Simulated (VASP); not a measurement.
The input files of a VASP run:

### INCAR
```
ALGO = Normal
EDIFF = 1E-6
ENCUT = 300
GGA = PE
ISIF = 2
ISMEAR = -1
LASPH = T
LCHARG = F
LDAU = T
LDAUJ = 0 0 0
LDAUL = -1 2 -1
LDAUTYPE = 2
LDAUU = 0 8.0 0
LMAXMIX = 4
LREAL = F
LWAVE = F
NELM = 100
PREC = Accurate
SIGMA = 0.02
SYSTEM = CuInS2
```

### POSCAR
```
CuInS2
5.4514740
 -0.4959568733   0.4959568733   1.0000000000
  0.4959568733  -0.4959568733   1.0000000000
  0.4959568733   0.4959568733  -1.0000000000
In Cu S
2 2 4
Cart
  0.0000000000   0.0000000000   1.0000000000
  0.4959568733   0.0000000000   0.5000000000
  0.0000000000   0.0000000000   0.0000000000
  0.0000000000   0.4959568733   0.5000000000
  0.2678167116   0.2479784367   1.2500000000
  0.7439353100   0.2281401617  -0.2500000000
  0.2281401617   0.2479784367   0.2500000000
 -0.2479784367   0.2678167116   0.7500000000
```

KPOINTS:
```
kpoints
0
G
  5 5 5
```

POTCAR, in this order: In_d Cu S (PBE.64 set). Program: vasp_std.

### Question
Translate this PBE+U calculation to Quantum ESPRESSO's pw.x.

### Answer
One equivalent input (not run):
```
&CONTROL
  calculation = 'scf'
  pseudo_dir = './pseudo'
  outdir = './out'
  tprnfor = .true.
  tstress = .true.
/
&SYSTEM
  ibrav = 0
  nat = 8
  ntyp = 3
  ecutwfc = 92
  occupations = 'smearing'
  smearing = 'fermi-dirac'
  degauss = 0.00147
  input_dft = 'pbe'
/
&ELECTRONS
  conv_thr = 7.3e-08
  electron_maxstep = 100
/
ATOMIC_SPECIES
  In 114.818 In.upf
  Cu 63.546 Cu.upf
  S 32.060 S.upf
CELL_PARAMETERS angstrom
    -2.7036960    2.7036960    5.4514740
     2.7036960   -2.7036960    5.4514740
     2.7036960    2.7036960   -5.4514740
ATOMIC_POSITIONS crystal
  In   0.5000000  0.5000000  0.0000000
  In   0.2500000  0.7500000  0.5000000
  Cu   0.0000000  0.0000000  0.0000000
  Cu   0.7500000  0.2500000  0.5000000
  S    0.8750000  0.8950000  0.5200000
  S    0.1050000  0.6250000  0.9800000
  S    0.3750000  0.3550000  0.4800000
  S    0.6450000  0.1250000  0.0200000
K_POINTS automatic
  5 5 5 0 0 0
HUBBARD {ortho-atomic}
U Cu-3d 8
```
What does not carry over: the potentials are each code's own (VASP's PAW set, PseudoDojo norm-conserving files in pw.x), so ENCUT and ecutwfc are chosen apart and not converted; conv_thr bounds pw.x's estimated SCF error, while EDIFF bounds the energy change between steps; the +U projectors differ (PAW spheres against orthogonalised atomic orbitals), so the same U acts differently.

The structure is a typed CuInS2 crystal. The cell was not relaxed at this level. The run is one of a series of settings (LDAU = .TRUE., LDAUJ = 0 0 0, LDAUL = -1 2 -1, LDAUTYPE = 2, LDAUU = 0 8.0 0 against the base run), some of them coarse on purpose.
